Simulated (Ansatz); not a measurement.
input.yaml

```yaml
crystal:
  lattice:
    - [0.0, 3.235, 3.235]
    - [3.235, 0.0, 3.235]
    - [3.235, 3.235, 0.0]
  atoms:
    - { symbol: Bi, position: [0.0, 0.0, 0.0] }
    - { symbol: Te, position: [0.5, 0.5, 0.5] }
basis:
  ecutwfc: 420
kpoints:
  mp_grid: { grid: [12, 12, 12] }
hamiltonian:
  xc: pbesol
scf:
  occupations: { method: gaussian, width: 0.1 }
output:
  forces: true
  stress: true
  eigenvalues: true
  write_density: true
  write_potential: true
  elf: true
  volumetric_format: npy
relax:
  adjacent_minimum: "off"
  f_tol: 0.005
  max_steps: 80
  cell: { stress_tol: 0.05 }
```

Run as
```bash
ansatz run input.yaml --threads 1 --pin off --max-ram 2560MiB --backend cpu --events-out ev --progress --plain --runs-dir out
```

The calculation used DFT PBEsol, scalar-relativistic, plane waves, PAW in Ansatz 0.2.0.

Abridged output:

```
Pseudopotentials: kind: paw
Pseudopotential: Bi, paw, valence charge 15, recommended cutoff 420 eV (normal)
Pseudopotential: Te, paw, valence charge 16, recommended cutoff 420 eV (normal)
Functional definition: PBEsol
Crystal: 2 atoms, lattice volume = 67.710 Å³
Basis set: ecut = 420 eV, 1363 PW (Γ), exchange–correlation on 64×64×64 points (8 copies of the dense FFT grid, shifted against one another)
Bands: 20, of which v1, the nominal top of the filled ones, is band 16 counted from 1 (15 counted from 0)
Symmetry: 48 space group operations
Space group: Fm-3m (ITA 225), of the structure as read, at distance tolerance 4.1e-5 Å
k-points: 72 of 1728
Initial density: superposition of atomic densities (neutral atoms: chi_scale 0, normalization atom), corrected by the library's trained network
Initial wavefunctions: pseudopotential atomic-orbital guess
Functional: x = pbesol(κ = 0.804, μ = 0.12345679), c = pbesol(β = 0.046)
SCF iter   1: F=—  HF=-19143.666664 eV  |F-HF|=—  |Δ(HF+E_count)|=         —  Δρ=2.08e-3  dr2=5.21e-3  ethr=1.77e-3  ⟨swp⟩=6.3  Hψ=7357  notcnv=0
SCF iter   2: F=—  HF=-19143.663450 eV  |F-HF|=—  |Δ(HF+E_count)|=   3.21e-3  Δρ=4.25e-4  dr2=1.51e-4  ethr=1.68e-5  ⟨swp⟩=2.6  Hψ=3084  notcnv=0
SCF iter   3: F=—  HF=-19143.663378 eV  |F-HF|=—  |Δ(HF+E_count)|=   7.20e-5  Δρ=1.68e-4  dr2=1.85e-5  ethr=4.88e-7  ⟨swp⟩=2.0  Hψ=2524  notcnv=0
SCF iter   4: F=—  HF=-19143.663383 eV  |F-HF|=—  |Δ(HF+E_count)|=   5.36e-6  Δρ=5.51e-5  dr2=1.95e-6  ethr=5.95e-8  ⟨swp⟩=2.8  Hψ=2212  notcnv=0
SCF iter   5: F=—  HF=-19143.663382 eV  |F-HF|=—  |Δ(HF+E_count)|=   3.87e-7  Δρ=1.22e-5  dr2=1.08e-7  ethr=6.30e-9  ⟨swp⟩=2.1  Hψ=2477  notcnv=0
SCF iter   6: F=-19143.663383 eV  HF=-19143.663383 eV  |F-HF|=6.99e-9  |Δ(HF+E_count)|=   2.44e-8  Δρ=3.25e-6  dr2=7.59e-9  ethr=3.23e-10  ⟨swp⟩=12.2  Hψ=11739  notcnv=0
SCF 1 converged in 6 iterations: F = -19143.663383 eV  dr2 = 7.59e-9
relax step   1: F+E_penalty+E_count = -19143.66338251 eV  Δ(F+E_penalty+E_count) = +0.000e0 eV  max|allowed force component| = 1.985e-29 eV/Å  Δτ_max = 0.0000 Å  P = -1.757 GPa  Ω = 67.710 Å³  (6 SCF iters, dr2 threshold 1.00e-7 eV, accepted)
Crystal: 2 atoms, lattice volume = 64.212 Å³
Basis set: ecut = 420 eV, 1243 PW (Γ), exchange–correlation on 64×64×64 points (8 copies of the dense FFT grid, shifted against one another)
Initial density: handed on by an earlier stage of this run
Initial wavefunctions: those handed on with the density
SCF iter   1: F=—  HF=-19143.674250 eV  |F-HF|=—  |Δ(HF+E_count)|=         —  Δρ=1.10e-3  dr2=1.57e-3  ethr=5.70e-6  ⟨swp⟩=3.2  Hψ=9789  notcnv=0
SCF iter   2: F=—  HF=-19143.673968 eV  |F-HF|=—  |Δ(HF+E_count)|=   2.82e-4  Δρ=7.22e-4  dr2=6.48e-4  ethr=5.05e-6  ⟨swp⟩=1.0  Hψ=1440  notcnv=0
SCF iter   3: F=—  HF=-19143.673818 eV  |F-HF|=—  |Δ(HF+E_count)|=   1.50e-4  Δρ=1.84e-4  dr2=4.43e-5  ethr=2.09e-6  ⟨swp⟩=1.9  Hψ=1669  notcnv=0
SCF iter   4: F=—  HF=-19143.673808 eV  |F-HF|=—  |Δ(HF+E_count)|=   1.03e-5  Δρ=5.26e-5  dr2=3.07e-6  ethr=1.43e-7  ⟨swp⟩=2.3  Hψ=1921  notcnv=0
SCF iter   5: F=-19143.673809 eV  HF=-19143.673809 eV  |F-HF|=1.61e-7  |Δ(HF+E_count)|=   1.63e-6  Δρ=1.45e-5  dr2=1.19e-7  ethr=6.45e-10  ⟨swp⟩=10.0  Hψ=12951  notcnv=0
SCF 2 converged in 5 iterations: F = -19143.673809 eV  dr2 = 1.19e-7
relax step   2: F+E_penalty+E_count = -19143.67380949 eV  Δ(F+E_penalty+E_count) = -1.043e-2 eV  max|allowed force component| = 9.992e-30 eV/Å  Δτ_max = 0.0000 Å  P = +0.999 GPa  Ω = 64.212 Å³  energy of the carried Pulay correction = +6.056e-4 eV  (5 SCF iters, dr2 threshold 2.00e-7 eV, accepted)
Crystal: 2 atoms, lattice volume = 65.437 Å³
SCF iter   1: F=—  HF=-19143.677142 eV  |F-HF|=—  |Δ(HF+E_count)|=         —  Δρ=4.00e-4  dr2=2.11e-4  ethr=8.02e-7  ⟨swp⟩=3.1  Hψ=9570  notcnv=0
SCF iter   2: F=—  HF=-19143.677108 eV  |F-HF|=—  |Δ(HF+E_count)|=   3.44e-5  Δρ=2.61e-4  dr2=8.59e-5  ethr=6.80e-7  ⟨swp⟩=1.0  Hψ=1440  notcnv=0
SCF iter   3: F=—  HF=-19143.677091 eV  |F-HF|=—  |Δ(HF+E_count)|=   1.66e-5  Δρ=6.85e-5  dr2=6.30e-6  ethr=2.77e-7  ⟨swp⟩=1.9  Hψ=1612  notcnv=0
SCF iter   4: F=—  HF=-19143.677091 eV  |F-HF|=—  |Δ(HF+E_count)|=   3.62e-8  Δρ=2.16e-5  dr2=5.55e-7  ethr=2.03e-8  ⟨swp⟩=2.2  Hψ=1868  notcnv=0
SCF iter   5: F=-19143.677091 eV  HF=-19143.677091 eV  |F-HF|=2.85e-8  |Δ(HF+E_count)|=   2.06e-7  Δρ=6.24e-6  dr2=2.29e-8  ethr=6.45e-10  ⟨swp⟩=11.8  Hψ=12206  notcnv=0
SCF 3 converged in 5 iterations: F = -19143.677091 eV  dr2 = 2.29e-8
relax step   3: F+E_penalty+E_count = -19143.67709144 eV  Δ(F+E_penalty+E_count) = -3.282e-3 eV  max|allowed force component| = 8.677e-30 eV/Å  Δτ_max = 0.0000 Å  P = -0.064 GPa  Ω = 65.437 Å³  energy of the carried Pulay correction = +3.898e-4 eV  (5 SCF iters, dr2 threshold 2.00e-7 eV, accepted)
Crystal: 2 atoms, lattice volume = 65.361 Å³
SCF iter   1: F=—  HF=-19143.677119 eV  |F-HF|=—  |Δ(HF+E_count)|=         —  Δρ=2.39e-5  dr2=7.31e-7  ethr=5.30e-9  ⟨swp⟩=3.0  Hψ=8990  notcnv=0
SCF iter   2: F=—  HF=-19143.677120 eV  |F-HF|=—  |Δ(HF+E_count)|=   1.26e-6  Δρ=1.56e-5  dr2=2.89e-7  ethr=2.36e-9  ⟨swp⟩=1.0  Hψ=1441  notcnv=0
SCF iter   3: F=—  HF=-19143.677120 eV  |F-HF|=—  |Δ(HF+E_count)|=   6.92e-8  Δρ=3.57e-6  dr2=1.63e-8  ethr=9.32e-10  ⟨swp⟩=2.0  Hψ=1679  notcnv=0
SCF iter   4: F=-19143.677120 eV  HF=-19143.677120 eV  |F-HF|=1.67e-10  |Δ(HF+E_count)|=   2.26e-9  Δρ=1.16e-6  dr2=1.68e-9  ethr=3.35e-11  ⟨swp⟩=8.4  Hψ=8885  notcnv=0
SCF 4 converged in 4 iterations: F = -19143.677120 eV  dr2 = 1.68e-9
relax step   4: F+E_penalty+E_count = -19143.67712038 eV  Δ(F+E_penalty+E_count) = -2.894e-5 eV  max|allowed force component| = 8.217e-30 eV/Å  Δτ_max = 0.0000 Å  P = -0.002 GPa  Ω = 65.361 Å³  energy of the carried Pulay correction = +4.031e-4 eV  (4 SCF iters, dr2 threshold 1.04e-8 eV, accepted)
Initial wavefunctions: pseudopotential atomic-orbital guess (no wavefunctions were taken with the density)
SCF iter   1: F=—  HF=-19143.676718 eV  |F-HF|=—  |Δ(HF+E_count)|=         —  Δρ=3.83e-5  dr2=1.66e-7  ethr=2.17e-7  ⟨swp⟩=3.6  Hψ=11559  notcnv=0
SCF iter   2: F=—  HF=-19143.676705 eV  |F-HF|=—  |Δ(HF+E_count)|=   1.36e-5  Δρ=2.05e-5  dr2=4.75e-8  ethr=5.35e-10  ⟨swp⟩=2.9  Hψ=2920  notcnv=0
SCF iter   3: F=—  HF=-19143.676705 eV  |F-HF|=—  |Δ(HF+E_count)|=   2.08e-8  Δρ=2.65e-6  dr2=1.88e-9  ethr=1.53e-10  ⟨swp⟩=2.0  Hψ=2331  notcnv=0
SCF iter   4: F=—  HF=-19143.676705 eV  |F-HF|=—  |Δ(HF+E_count)|=  8.37e-11  Δρ=4.89e-7  dr2=9.18e-11  ethr=6.06e-12  ⟨swp⟩=2.0  Hψ=2563  notcnv=0
SCF iter   5: F=-19143.676705 eV  HF=-19143.676705 eV  |F-HF|=1.09e-11  |Δ(HF+E_count)|=  1.82e-11  Δρ=1.40e-7  dr2=1.84e-11  ethr=1.00e-12  ⟨swp⟩=8.0  Hψ=8485  notcnv=0
SCF 5 converged in 5 iterations: F = -19143.676705 eV  dr2 = 1.84e-11
SCF converged after 5 iterations
Free energy (F): -19143.676705 eV
Harris-Foulkes:  -19143.676705 eV  (|F-HF|=1.09e-11)
Internal energy: -19143.670980 eV  (E = F + TS)
E sigma→0 (E₀):  -19143.673842 eV
Entropy (-TS):   -0.005725 eV (-2.862 meV/atom)
Fermi energy:    10.188139 eV
--- Per-component energies (eV) ---
  E_band       = -352.590148
  E_kinetic    = 483.219861
  E_local      = -2709.101175  (includes V_loc(G=0)·N_el)
  E_nonlocal   = 254.332352
  E_hartree    = 1267.343744
  E_xc         = -274.034105
  E_vxc        = -248.746683  (∫ρ·V_xc dr)
  E_paw        = -15093.799497  (= ΣΔE_a)
  E_vpaw       = -666.981283  (= ΣTr[D̂ρ^β])
  E_aug_tail   = -0.000637  (compensation charges beyond the density's cutoff)
  E_ewald      = -3072.096090
  E_core_change = 0.464567  (= ΣΔE_core)
  E_smearing   = -0.005725  (= −TS)
--- Forces (eV/Å), atoms counted from 1 ---
  atom   1  Bi     0.00000000     0.00000000     0.00000000
  atom   2  Te     0.00000000     0.00000000     0.00000000
--- Stress (GPa, compression-positive) ---
       -0.000960       0.000000       0.000000
        0.000000      -0.000960       0.000000
        0.000000       0.000000      -0.000960
  P = ⅓ Tr σ = -0.0010 GPa (-0.010 kbar)
--- Band table (eV; the first three rows and the last of 72) ---
  k-point 0: bands = ["-27.0659", "-27.0659", "-27.0632", "-27.0632", "-27.0632", "-12.8816", "-12.8816", "-12.8745", "-12.8745", "-12.8745", "-3.5770", "2.2002", "7.5777", "7.5777", "7.5777", "12.4304", "12.4304", "12.4304", "14.8093", "14.8093"]
  k-point 1: bands = ["-27.0659", "-27.0659", "-27.0632", "-27.0632", "-27.0632", "-12.8820", "-12.8820", "-12.8744", "-12.8741", "-12.8741", "-3.5119", "2.0238", "7.5980", "7.5980", "7.6546", "12.0997", "12.1602", "12.1602", "14.6807", "14.9400"]
  k-point 2: bands = ["-27.0659", "-27.0659", "-27.0632", "-27.0631", "-27.0631", "-12.8830", "-12.8830", "-12.8740", "-12.8728", "-12.8728", "-3.3178", "1.5487", "7.6619", "7.6619", "7.8407", "11.4062", "11.5465", "11.5465", "14.6389", "15.3180"]
  k-point 71: bands = ["-27.0661", "-27.0655", "-27.0629", "-27.0629", "-27.0622", "-12.8942", "-12.8821", "-12.8707", "-12.8707", "-12.8622", "-1.1400", "-0.7405", "5.0110", "5.0110", "8.6125", "9.9374", "14.2414", "14.2414", "15.3700", "15.3700"]
--- Relaxed structure (4 steps of the walk, 4 accepted, 1 SCFs on fresh bases) ---
  F+E_penalty+E_count = -19143.67670464 eV   max|allowed force component| = 5.588e-30 eV/Å   (the final SCF, on the basis selected at the relaxed cell)
  cell:  # Å, volume = 65.3613 Å³
    - [0.0, 3.19715382, 3.19715382]
    - [3.19715382, 0.0, 3.19715382]
    - [3.19715382, 3.19715382, 0.0]
  atoms:
    - { symbol: Bi, position: [0.0, 0.0, 0.0] }
    - { symbol: Te, position: [0.5, 0.5, 0.5] }
```

The relaxation met its thresholds.

The run took 14 s on 1 thread of Intel(R) Xeon(R) 6975P-C (Granite Rapids), on a shared host, peak memory 0.44 GiB.

Spin–orbit coupling is left out, which can shift energies with elements as heavy as these.